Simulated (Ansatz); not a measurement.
A run of Ansatz 0.2.0 is set up as follows.

File input.yaml:

```yaml
crystal:
  lattice:
    - [4.15, 0.0, 0.0]
    - [-2.075, 3.5940054257, 0.0]
    - [0.0, 0.0, 6.737]
  atoms:
    - { symbol: Cd, position: [0.6666666667, 0.3333333333, 0.5] }
    - { symbol: Cd, position: [0.3333333333, 0.6666666667, 0.0] }
    - { symbol: S, position: [0.6666666667, 0.3333333333, 0.875] }
    - { symbol: S, position: [0.3333333333, 0.6666666667, 0.375] }
hamiltonian:
  xc: b3lyp
  pseudopotentials: { kind: paw }
kpoints:
  mp_grid: { grid: [4, 4, 2] }
  band_path:
    path:
      - [[0.0, 0.0, 0.0], [0.5, 0.0, 0.0], [0.3333333333, 0.3333333333, 0.0], [0.0, 0.0, 0.0], [0.0, 0.0, 0.5], [0.5, 0.0, 0.5], [0.3333333333, 0.3333333333, 0.5], [0.0, 0.0, 0.5]]
      - [[0.5, 0.0, 0.5], [0.5, 0.0, 0.0]]
      - [[0.3333333333, 0.3333333333, 0.0], [0.3333333333, 0.3333333333, 0.5]]
    npoints: 4
scf:
  occupations: { method: fermi_dirac, width: 0.05 }
  n_extra_bands: 10
output:
  forces: true
  stress: true
  eigenvalues: true
  fatbands: false
  write_density: true
  write_potential: true
  elf: true
  volumetric_format: npy
```

Potentials or basis: Ansatz PAW.

Launch:

```sh
$ ansatz run input.yaml --threads 2 --pin off --max-ram 5632MiB --backend cpu --events-out ev --progress --plain --runs-dir out
```

Predict the largest force.

0.057 eV/Å.

Estimate the band gap on the k mesh.

2.49 eV, direct.

What does it give for the pressure?

3.6 GPa.

Estimate the band gap along the path.

2.49 eV, direct.

Forces on the atoms (eV/Å):
```
Cd   0.000  0.000 -0.057
Cd   0.000  0.000 -0.057
S    0.000  0.000  0.057
S    0.000  0.000  0.057
```

Caveat: the k mesh is coarse (spacing up to 0.47 Å⁻¹), so the values aren't converged, least of all with exact exchange; the PAW data sets come from PBE, with cores solved anew for the run's functional, which leaves a small shift of forces and pressure; the thresholds are loose for stress.
